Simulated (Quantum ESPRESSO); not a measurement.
Crystal: Cl.

```xyz
4
Lattice="3.1450 -2.2500 0.0000 3.1450 2.2500 0.0000 0.0000 0.0000 8.2100" Properties=species:S:1:pos:R:3 pbc="T T T"
Cl    3.1450    0.5850    3.2840
Cl    3.1450    1.6650    7.3890
Cl    3.1450   -0.5850    4.9260
Cl    3.1450   -1.6650    0.8210
```

Base run:

- Program: Quantum ESPRESSO 7.5
- Functional: BLYP
- Potentials or basis: PseudoDojo 0.4.1 SR PBE standard
- Cutoff: 789 eV
- Density cutoff: 3157 eV
- k mesh: 6 × 6 × 2, shifted
- Occupations: fermi-dirac, width 0.05 eV
- Spin: no spin polarisation

Its results: pressure 2.5 GPa; largest force 0.613 eV/Å; electronic dielectric tensor (diagonal) 2.26, 3.04, 4.20.

The run is repeated on the same cell with these changes: functional from BLYP to PBEsol; potentials or basis from PseudoDojo 0.4.1 SR PBE standard to PseudoDojo 0.4.1 SR PBEsol standard. What comes out?

Pressure -0.9 GPa; largest force 0.189 eV/Å; electronic dielectric tensor (diagonal) 2.30, 3.11, 4.32.

Caveats: the potentials were made for another functional, which shifts forces and pressure (some runs).
